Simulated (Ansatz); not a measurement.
As:

```
As
1.0
     1.88080    1.08588    3.51406
    -1.88080    1.08588    3.51406
     0.00000   -2.17176    3.51406
As
2
Direct
  0.22600 0.22600 0.22600
  0.77400 0.77400 0.77400
```

Base run:

| Property | Result |
| --- | --- |
| Program | Ansatz 0.2.0 |
| Functional | PBEsol |
| Potentials or basis | all-electron PAW datasets made for the crystal |
| Cutoff | 240 eV (chosen from the basis error) |
| k mesh | 6 × 6 × 6 |
| Occupations | fermi-dirac, width 0.05 eV |
| Spin | no spin polarisation |

Its results: band gap on the k mesh none (metal or under the smearing width); pressure 0.2 GPa; largest force 0.265 eV/Å.

Task: The run is repeated on the same cell with these changes: functional from PBEsol to HSE06; cutoff from 240 eV (chosen from the basis error) to 360 eV (chosen from the basis error). What comes out?

Result: Band gap on the k mesh none (metal or under the smearing width); pressure 0.8 GPa; largest force 0.043 eV/Å.

Caveats: the k mesh is thin for a metal, which can move the energy by tens of meV per atom; the program warned that the printed levels may be off, so bands, gaps and densities of states are rough (some runs).

The runs don't all hold the same shells in valence.
